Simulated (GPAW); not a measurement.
Runs of GPAW 26.7.0 on InPd. The structure is cubic, space group Pm-3m (No. 221). The conventional cell has a = 3.272 Å, b = 3.272 Å, c = 3.272 Å, α = 90.00°, β = 90.00°, γ = 90.00°. In (site symmetry m-3m) is surrounded by 8 Pd at 2.83 Å. Around Pd (site symmetry m-3m) lie 8 In at 2.83 Å. The cell comes from a database or a generator and needn't be the stable form of this composition.

```tsv
task	level	spin	cell	k mesh	smearing	band path	band points	spin axis theta (degrees)	spin axis phi (degrees)	optimizer	gap on the mesh (eV)	pressure (GPa)
band structure	r2SCAN	SOC, no magnetisation	as given	6 × 6 × 6	fermi-dirac 0.05 eV	GXMGRX,MR	80	90	0	-	-	0.0
single point	PBE	off	as given	8 × 8 × 8	gaussian 0.024 eV	-	-	-	-	-	none	(a)
single point	PBE	off	as given	8 × 8 × 8	gaussian 0.012 eV	-	-	-	-	-	none	3.4
relaxation of cell and atoms	PBE+D3(BJ)	off	relaxed	8 × 8 × 8	fermi-dirac 0.05 eV	-	-	-	-	FIRE	none	0.1
single point	PBE	off	as given	8 × 8 × 8	gaussian 0.013 eV	-	-	-	-	-	none	3.4
```

Alike in all rows: potentials or basis GPAW PAW data sets (gpaw-data 1.2.1), pw; cutoff (eV) 600.

Task: Estimate the missing entries.

Result: (a) 3.3.

Caveats: spin-orbit coupling was added after a scalar SCF, so levels and gaps hold it while energy, forces, pressure and moments don't (some runs); this program's spin-orbit splittings come out too wide for heavy elements (some runs); the PAW data sets were made with another functional, which shifts forces and pressure a little (some runs); later steps reuse the first step's grids (some runs); pairwise dispersion overbinds metals, which lowers pressure and volume (some runs).

A k mesh can miss the band edges, and rows without SOC leave out spin-orbit coupling on In, Pd.

A gap of «none» marks a metal or a gap under the smearing width.
